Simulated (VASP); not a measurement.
# NaI (Fm-3m) in VASP: a series of runs, part 2 of 2

VASP 6.6.1.

## 6. Single point, PBE

INCAR reads:

```
SYSTEM = NaI
PREC = Accurate ; ENCUT = 450
EDIFF = 1E-4 ; ISMEAR = 0
SIGMA = 0.05 ; LREAL = .FALSE.
LASPH = .TRUE. ; NELM = 100
ALGO = Normal ; ISIF = 2
LWAVE = .FALSE. ; LCHARG = .FALSE.
GGA = PE ; NBANDS = 14
ADDGRID = .FALSE.
```

KPOINTS reads:

```
Automatic mesh
0
G
  5 5 5
  0 0 0
```

POSCAR reads:

```
NaI
1.0
    0.0000000000      3.2364000000      3.2364000000
    3.2364000000      0.0000000000      3.2364000000
    3.2364000000      3.2364000000      0.0000000000
I Na
1 1
Direct
    0.5000000000      0.5000000000      0.5000000000
    0.0000000000      0.0000000000      0.0000000000
```

Potentials or basis: VASP PAW PBE potentials, release 64 (I, Na_pv).

Started as:

```
$ cat potpaw_PBE.64/I/POTCAR potpaw_PBE.64/Na_pv/POTCAR > POTCAR
$ mpirun -np 1 vasp_std > vasp.out
```

OUTCAR:

```text
SYSTEM = NaI
   PREC = Accurate
   ENCUT = 450
   EDIFF = 1E-4
   ISMEAR = 0
   LREAL = .FALSE.
   LASPH = .TRUE.
   NELM = 100
   ISIF = 2
   GGA = PE

 Found     10 irreducible k-points:

 Following reciprocal coordinates:
            Coordinates               Weight
  0.000000  0.000000  0.000000      1.000000
  0.200000  0.000000  0.000000      8.000000
  0.400000  0.000000  0.000000      8.000000
  0.200000  0.200000  0.000000      6.000000
  0.400000  0.200000  0.000000     24.000000
 -0.400000  0.200000  0.000000     24.000000
   k-points           NKPTS =     10   k-points in BZ     NKDIM =     10   number of bands    NBANDS=     14
   number of dos      NEDOS =    301   number of ions     NIONS =      2
   total plane-waves  NPLWV =  32768
   dimension x,y,z NGX =    32 NGY =   32 NGZ =   32
   dimension x,y,z NGXF=    64 NGYF=   64 NGZF=   64
   ions per type =               1   1
   NGX,Y,Z   is equivalent  to a cutoff of  11.62, 11.62, 11.62 a.u.
   NGXF,Y,Z  is equivalent  to a cutoff of  23.25, 23.25, 23.25 a.u.
 SYSTEM =  NaI
   PREC   = accura    normal or accurate (medium, high low for compatibility)
   ISTART =      0    job   : 0-new  1-cont  2-samecut
   ICHARG =      2    charge: 1-file 2-atom 10-const
   ISPIN  =      1    spin polarized calculation?
   LNONCOLLINEAR =      F non collinear calculations
   LSORBIT =      F    spin-orbit coupling
   LASPH  =      T    aspherical Exc in radial PAW
   ENCUT  =  450.0 eV  33.07 Ry    5.75 a.u.   7.92  7.92  7.92*2*pi/ulx,y,z
   NELM   =    100;   NELMIN=  2; NELMDL= -5     # of ELM steps
   EDIFF  = 0.1E-03   stopping-criterion for ELM
   LREAL  =      F    real-space projection
   EDIFFG = 0.1E-02   stopping-criterion for IOM
   NSW    =      0    number of steps for IOM
   IBRION =     -1    ionic relax: 0-MD 1-quasi-New 2-CG
   NFREE  =      0    steps in history (QN), initial steepest desc. (CG)
   ISIF   =      2    stress and relaxation
   ISYM   =      2    0-nonsym 1-usesym 2-fastsym
   POTIM  = 0.5000    time-step for ionic-motion
   TEBEG  =    0.0;   TEEND  =   0.0 temperature during run
   PSTRESS=    0.0 pullay stress
   NELECT =      14.0000    total number of electrons
   NUPDOWN=      -1.0000    fix difference up-down
   EMIN   =  10.00;   EMAX   =-10.00  energy-range for DOS
   EFERMI =   0.00;   METHOD = LEGACY
   ISMEAR =     0;   SIGMA  =   0.05  broadening in eV -4-tet -1-fermi 0-gaus
   EFERMI_NEDOS =   21; number of points for ismear=-14 and -15
   IALGO  =     38    algorithm
   IMIX   =      4    mixing-type and parameters
     AMIX     =   0.40;   BMIX     =  1.00
     AMIX_MAG =   1.60;   BMIX_MAG =  1.00
  volume/ion in A,a.u.               =      33.90       228.76
  Fermi-wavevector in a.u.,A,eV,Ry     =   0.967636  1.828567 12.739397  0.936319
  Thomas-Fermi vector in A             =   2.097538
   LORBIT       =      0    0 simple, 1 ext, 2 COOP (PROOUT), +10 PAW based schemes
   GGA     = PE    functional components
   LHFCALC =     F    Hartree Fock is set to
   AEXX    =    0.0000 exact exchange contribution
   IVDW    =     0    specifies the selected vdW correction
   LEPSILON=     F    determine dielectric tensor
   LRPA    =     F    only Hartree local field effects (RPA)
 non-spin polarized calculation
 Gauss-broadening in eV      SIGMA  =   0.05
  energy-cutoff  :      450.00
  volume of cell :       67.80
 maximum number of plane-waves:      1479
   NGX = 15   NGY = 15   NGZ = 15

 number of electron      13.9999991 magnetization

 Free energy of the ion-electron system (eV)
  ---------------------------------------------------
  ext. energy  EPLUGINS =         0.00000000
  ---------------------------------------------------
  free energy    TOTEN  =        -5.38404998 eV

  energy without entropy =       -5.38404998  energy(sigma->0) =       -5.38404998

 E-fermi :   1.1158     XC(G=0):  -7.7065

 val. band max:        0.8059940007   @ k =   0.0000   0.0000   0.0000
 cond. band min:       4.4442475019   @ k =   0.0000   0.0000   0.0000
 fundamental gap:      3.6382535012
 Fermi energy:         1.1157822261

 k-point     1 :       0.0000    0.0000    0.0000
  band No.  band energies     occupation
      1     -21.6266      2.00000
      2     -21.6266      2.00000
      3     -21.6266      2.00000
      4     -10.2116      2.00000
      5       0.8060      2.00000
      6       0.8060      2.00000
      7       0.8060      2.00000
      8       4.4442      0.00000
      9       8.7355      0.00000
     10       8.7355      0.00000
     11       8.7356      0.00000
     12      10.5548      0.00000
     13      10.5548      0.00000
     14      11.2349      0.00000

 k-point     2 :       0.2000    0.0000    0.0000
  band No.  band energies     occupation
      1     -21.6284      2.00000
      2     -21.6267      2.00000
      3     -21.6267      2.00000
      4     -10.1087      2.00000
      5      -0.1539      2.00000
      6       0.7031      2.00000
      7       0.7031      2.00000
      8       5.4753      0.00000
      9       8.2172      0.00000
     10       8.8977      0.00000
     11       8.8977      0.00000
     12      10.0916      0.00000
     13      10.0916      0.00000
     14      11.4553      0.00000

 k-point     3 :       0.4000    0.0000    0.0000
  band No.  band energies     occupation
      1     -21.6314      2.00000
      2     -21.6269      2.00000
      3     -21.6269      2.00000
      4      -9.9300      2.00000
      5      -1.2195      2.00000
      6       0.5496      2.00000
      7       0.5496      2.00000
      8       5.9137      0.00000
      9       8.3451      0.00000
     10       8.3452      0.00000
     11       9.2574      0.00000
     12      10.9248      0.00000
     13      11.8631      0.00000
     14      11.8631      0.00000

 k-point     4 :       0.2000    0.2000    0.0000
  band No.  band energies     occupation
      1     -21.6281      2.00000
      2     -21.6271      2.00000
      3     -21.6271      2.00000
      4     -10.0773      2.00000
      5      -0.1277      2.00000
      6       0.5187      2.00000
      7       0.5187      2.00000
      8       5.8313      0.00000
      9       7.4905      0.00000
     10       8.5463      0.00000
     11       9.5934      0.00000
     12       9.5934      0.00000
     13      10.9977      0.00000
     14      13.2521      0.00000

 k-point     5 :       0.4000    0.2000    0.0000
  band No.  band energies     occupation
      1     -21.6302      2.00000
      2     -21.6275      2.00000
      3     -21.6274      2.00000
      4      -9.9272      2.00000
      5      -0.8815      2.00000
      6       0.2105      2.00000
      7       0.3511      2.00000
      8       6.3729      0.00000
      9       7.5007      0.00000
     10       8.1580      0.00000
     11       9.3991      0.00000
     12      11.0828      0.00000
     13      12.4322      0.00000
     14      12.9234      0.00000

 k-point     6 :      -0.4000    0.2000    0.0000
  band No.  band energies     occupation
      1     -21.6310      2.00000
      2     -21.6281      2.00000
      3     -21.6272      2.00000
      4      -9.8642      2.00000
      5      -1.1214      2.00000
      6      -0.0896      2.00000
      7       0.4134      2.00000
      8       6.6578      0.00000
      9       7.4619      0.00000
     10       8.8787      0.00000
     11       9.1928      0.00000
     12      11.5461      0.00000
     13      11.7264      0.00000
     14      12.7218      0.00000

 [... further k-points ...]

------------------------ aborting loop because EDIFF is reached ----------------------------------------

  FORCE on cell =-STRESS in cart. coord.  units (eV):
  Direction    XX          YY          ZZ          XY          YZ          ZX
  --------------------------------------------------------------------------------------
  -------------------------------------------------------------------------------------
  Total        0.1250032      0.1250032      0.1250032      0.0000000      0.0000000     -0.0000000
  in kB        2.9540307      2.9540307      2.9540307      0.0000000      0.0000000     -0.0000000
  external PRESSURE =       2.9540307 kB  Pullay stress =       0.0000000 kB

 VOLUME and BASIS-vectors are now :
 -----------------------------------------------------------------------------
  energy-cutoff  :      450.00
  volume of cell :       67.80
      direct lattice vectors                 reciprocal lattice vectors
     0.000000000  3.236400000  3.236400000    -0.154492646  0.154492646  0.154492646
     3.236400000  0.000000000  3.236400000     0.154492646 -0.154492646  0.154492646
     3.236400000  3.236400000  0.000000000     0.154492646  0.154492646 -0.154492646

 POSITION                                       TOTAL-FORCE (eV/Angst)
 -----------------------------------------------------------------------------------
      3.23640      3.23640      3.23640         0.000000      0.000000      0.000000
      0.00000      0.00000      0.00000         0.000000      0.000000      0.000000
 -----------------------------------------------------------------------------------
    total drift:                                0.000000     -0.000000     -0.000000

  FREE ENERGIE OF THE ION-ELECTRON SYSTEM (eV)
  ---------------------------------------------------
  free  energy   TOTEN  =        -5.3840499779 eV

  energy  without entropy=       -5.3840499779  energy(sigma->0) =       -5.38404998
```

OSZICAR:

```text
N       E                     dE             d eps       ncg     rms          rms(c)
DAV:   1     0.817978735717E+02    0.81798E+02   -0.62100E+03   280   0.795E+02
DAV:   2     0.505918104047E+00   -0.81292E+02   -0.76784E+02   292   0.206E+02
DAV:   3    -0.531758531523E+01   -0.58235E+01   -0.57953E+01   376   0.572E+01
DAV:   4    -0.544918248360E+01   -0.13160E+00   -0.13157E+00   322   0.892E+00
DAV:   5    -0.545211124376E+01   -0.29288E-02   -0.29287E-02   382   0.127E+00    0.163E+00
DAV:   6    -0.539070456212E+01    0.61407E-01   -0.71113E-02   328   0.155E+00    0.110E+00
DAV:   7    -0.538200607032E+01    0.86985E-02   -0.64653E-02   322   0.130E+00    0.608E-01
DAV:   8    -0.538408403435E+01   -0.20780E-02   -0.54321E-03   322   0.578E-01    0.181E-01
DAV:   9    -0.538404997788E+01    0.34056E-04   -0.21646E-04   334   0.126E-01
   1 F= -.53840500E+01 E0= -.53840500E+01  d E =-.144187E-19
```

stdout:

```text
POSCAR found type information on POSCAR I Na
 POSCAR found :  2 types and       2 ions
 scaLAPACK will be used
 LDA part: xc-table for (Slater+PW92), standard interpolation
 POSCAR, INCAR and KPOINTS ok, starting setup
 FFT: planning ... GRIDC
 FFT: planning ... GRID_SOFT
 FFT: planning ... GRID
 WAVECAR not read
 entering main loop
```

It used 3.6 s of CPU time on 1 thread of Intel(R) Xeon(R) Platinum 8488C (Sapphire Rapids) (shared host), which was overloaded at the time.

The run converged, but some of its settings lie outside the range that counts as converged, so its numbers aren't taken as properties of the crystal.

Results:

```
Free energy            : -5.3840 eV
Pressure               : 0.3 GPa
Band gap on the k mesh : 3.64 eV, direct
```

Caveat: spin-orbit coupling is left out, which moves the levels of the heavy elements.

## 7. For comparison

An earlier run on the cell as given: functional PBE; potentials or basis VASP PAW PBE potentials, release 64 (I, Na_pv); cutoff 520 eV; k mesh 7 × 7 × 7; occupations fermi-dirac, width 0.05 eV; no spin polarisation.

- Pressure: 0.4 GPa
- Band gap on the k mesh: 3.64 eV, direct
